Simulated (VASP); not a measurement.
Data:

```
CELL_PARAMETERS angstrom
      4.40809     0.00000     0.00000
      0.00000     4.40809     0.00000
      0.00000     0.00000     3.05969
ATOMIC_POSITIONS crystal
  Ru 0.50118 0.48181 0.51692
  Ru 0.99437 0.99348 0.99419
  O  0.79322 0.20507 0.50104
  O  0.18134 0.79883 0.49710
  O  0.32081 0.32072 0.98199
  O  0.70908 0.70009 0.00877
```

Level of theory: PBE GGA, VASP's PBE PAW potentials (set 64) (plane waves; VASP). Settings: 400 eV cut-off, 9×9×13 Γ-centred mesh, first-order Methfessel-Paxton smearing of 0.050 eV, potentials Ru_pv O.

Question: The ions are relaxed. Give the cell that the relaxation ends in.

Answer: 
```
CELL_PARAMETERS angstrom
      4.40809     0.00000     0.00000
      0.00000     4.40809     0.00000
      0.00000     0.00000     3.05969
ATOMIC_POSITIONS crystal
  Ru 0.50004 0.49994 0.50033
  Ru 0.99997 0.99997 0.99969
  O  0.80647 0.19552 0.49973
  O  0.19373 0.80461 0.49975
  O  0.30610 0.30477 0.00028
  O  0.69369 0.69520 0.00022
```
Space group P4_2/mnm (136), at a tolerance of 0.03 Å.

Question: How much energy does the relaxation gain?

Answer: The energy (σ→0) changes by -133.8 meV/atom, in 12 ionic steps.

The structure comes from a computed database's RuO2 entry; how it stands against other phases isn't given here. In the starting cell atoms are displaced from their ideal sites. This run relaxes the ions in a fixed cell. The run is one of a series of settings (EDIFFG = -0.03, IBRION = 2, NSW = 50 against the base run), some of them coarse on purpose.
